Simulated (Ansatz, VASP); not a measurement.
One calculation of Ti, two programs

```
Ti
1.0
     2.86791    0.00000    0.00000
     0.00000    2.86791    0.00000
     0.00000    0.00000   23.08376
Ti
4
Direct
  0.50000 0.50000 0.36822
  0.00000 0.00000 0.45607
  0.50000 0.50000 0.54829
  0.00000 0.00000 0.62940
```

Alike in both runs: functional PBEsol; k mesh 10 × 10 × 1; occupations gaussian, width 0.1 eV; no spin polarisation.

Ansatz relaxed the structure, and its values are those at the end. VASP's run is a single point on that final structure, the one shown.

```csv
,VASP,Ansatz
version,VASP 6.6.1,Ansatz 0.2.0
potentials or method,"VASP PAW PBE potentials, release 64 (Ti_sv)","scalar-relativistic, plane waves, PAW"
plane-wave cutoff (eV),520,420
valence electrons in the cell,48,48
```

```csv
,VASP,Ansatz,Ansatz less VASP
gap on the k mesh at the Fermi level (eV),none,none,-
rms of the force components (eV/Å),0.257,0.255,-0.0022
"work function, face that differs most (eV)",4.17,4.17,+0.003
```

A gap of «none» marks a metal or a gap that the smearing closes. Ansatz warned: «xc_potential_rough_in_thin_density».

Caveats: the PAW data sets were made with another functional, which shifts forces and pressure a little (VASP).
